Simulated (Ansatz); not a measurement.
Input and output of a single-point calculation on SiC (zincblende) (the plane-wave code Ansatz, HSE06). The cell was relaxed with r2SCAN and then strained (uniaxial -2.0 % along z, other directions held), with the atoms relaxed again with r2SCAN; k points keep the names of the unstrained zone.

```yaml
crystal:
  lattice:
    - [0.0, 2.178052345, 2.1344912981]
    - [2.178052345, 0.0, 2.1344912981]
    - [2.178052345, 2.178052345, 0.0]
  atoms:
    - { symbol: Si, position: [0.0, 0.0, 0.0] }
    - { symbol: C, position: [0.25, 0.25, 0.25] }
kpoints:
  mp_grid: { grid: [8, 8, 8] }
  band_path:
    path:
      - [0.0, 0.0, 0.0]
      - [-0.5, -0.5, 0.0]
      - [-0.375, -0.375, 0.25]
      - [-0.375, 0.0, 0.375]
      - [0.0, 0.0, 0.5]
      - [-0.5, -0.25, 0.25]
    npoints: 1
hamiltonian:
  xc: hse06
scf:
  occupations: { method: fixed }
  n_extra_bands: 4
output:
  forces: true
  stress: true
  eigenvalues: true
```

Some lines of the output have been replaced by numbered gaps.
```
Functional definition: HSE06
Crystal: 2 atoms, lattice volume = 20.252 Å³
Basis set: ecut = 420 eV, 395 PW (Γ)
Bands: 8, of which v1, the nominal top of the filled ones, is band 4 counted from 1 (3 counted from 0)
Symmetry: 8 space group operations
Space group: I-4m2 (ITA 119)
k-points: 59 of 512 (time reversal used)
[warm-up without exact exchange]
SCF 1 stopped early in 2 iterations: F = -887.131108 eV  dr2 = 3.21e-5
[exact exchange on]
Exchange kernel: α = 0.2500, screened, ω = 0.2079 Å⁻¹, Wigner–Seitz truncation, v(0) = 1046.7092 eV·Å³, q-mesh 8×8×8
SCF 2 stopped early in 5 iterations: F = -887.783314 eV  dr2 = 1.34e-6
hybrid outer 1: dexx = +2.383e-3 eV, tail = 4.91e-6 eV
SCF 3 converged in 2 iterations: F = -887.783303 eV  dr2 = 9.45e-9
hybrid outer 2: dexx = +3.153e-8 eV, tail = 2.00e-8 eV, Δε = 1.33e-3 eV
NSCF: frozen V_eff on 6 k-points
Free energy (F): -887.783303 eV
[1]
--- Per-component energies (eV) ---
  E_band       = 20.801342
  E_kinetic    = 136.885424
  E_local      = -101.981591
  E_nonlocal   = 50.861070
  E_hartree    = 31.920530
  E_xc         = -86.023801
  E_vxc        = -88.738552
  E_exx        = -15.301567
  E_paw        = -617.216357
  E_vpaw       = -9.462310
  E_ewald      = -286.850692
  E_core_change = -0.076335
--- Stress (GPa, compression-positive) ---
        1.858383       0.000000       0.000000
        0.000000       1.858383       0.000000
        0.000000       0.000000       7.206331
  P = ⅓ Tr σ = 3.6410 GPa (36.410 kbar)
--- Band table (eV; the first three rows and the last of 59) ---
[2]
```

The rows of the band table are 0: (0, 0, 0) = Γ, 1: (0, 0, 1/8), 2: (0, 0, 1/4), 58: (-1/2, -1/2, 0) = X.

Question: Give the withheld lines. They hold the Fermi energy and the band table.

Answer:
```
[1]
Fermi energy:    9.232730 eV
[2]
  k-point 0: bands = [-8.0134, 9.0941, 9.0941, 9.2327, 16.9198, 17.8683, 17.9222, 17.9222]
  k-point 1: bands = [-7.6769, 7.5249, 8.8606, 8.9854, 17.0879, 18.2731, 18.2900, 18.5717]
  k-point 2: bands = [-6.6926, 4.4030, 8.3842, 8.5705, 16.5396, 18.4239, 18.6320, 20.2184]
  k-point 58: bands = [-2.3836, 0.7215, 5.4496, 5.4496, 11.2275, 14.3516, 25.2544, 25.2544]
```
The trailing digits, and the zero of the energies, depend on the potentials and thresholds.

The HSE06 gap is indirect, 1.99 eV (Γ to X), below the direct gap of 5.72 eV at X (0, -1/2, -1/2). With the atoms held, the mean pressure is +3.6 GPa (compression positive). (The program warns that its thresholds are loose for a hybrid's stress.)

No spin polarisation and no zero-point or thermal motion.

The meshes of the hybrids are coarse, so their gaps aren't converged to the digits shown.
